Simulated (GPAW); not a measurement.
Runs of GPAW 26.7.0 on Ru. The structure is hexagonal, space group P6_3/mmc (No. 194). Conventional cell: a = 2.706 Å, b = 2.706 Å, c = 4.282 Å, α = 90.00°, β = 90.00°, γ = 120.00°. Around Ru (site symmetry -6m2) lie 12 Ru at 2.65 to 2.71 Å. 

| task | level | U | k mesh | gap on the mesh (eV) | pressure (GPa) |
| --- | --- | --- | --- | --- | --- |
| single point | PBE+U | Ru d U = 8 eV | 11 × 11 × 6 | none | -11.8 |
| single point | PBE+U | Ru d U = 2 eV | 11 × 11 × 6 | none | -0.9 |
| single point | PBE+U | Ru d U = 4 eV | 11 × 11 × 6 | none | (b) |
| single point | PBE+U | Ru d U = 6 eV | 11 × 11 × 6 | none | -9.9 |
| single point | PBE | - | 11 × 11 × 6 | none | (a) |
| single point | PBE+U | Ru d U = 1 eV | 11 × 11 × 6 | none | 1.4 |
| single point | PBE+U | Ru d U = 5 eV | 11 × 11 × 6 | none | -8.0 |

Alike in all rows: potentials or basis GPAW PAW data sets (gpaw-data 1.2.1), pw; no spin polarisation; cell as given; cutoff (eV) 600; smearing fermi-dirac 0.05 eV.

Problem. Fill in the values left out.

Solution. (a) 3.7; (b) -5.7.

Caveats: U without spin polarisation on a metal has little footing (some runs); the U is typed as a test and isn't derived for this compound (some runs).

A k mesh can miss the band edges, and the runs leave out spin-orbit coupling on Ru.

A gap of «none» marks a metal or a gap under the smearing width.
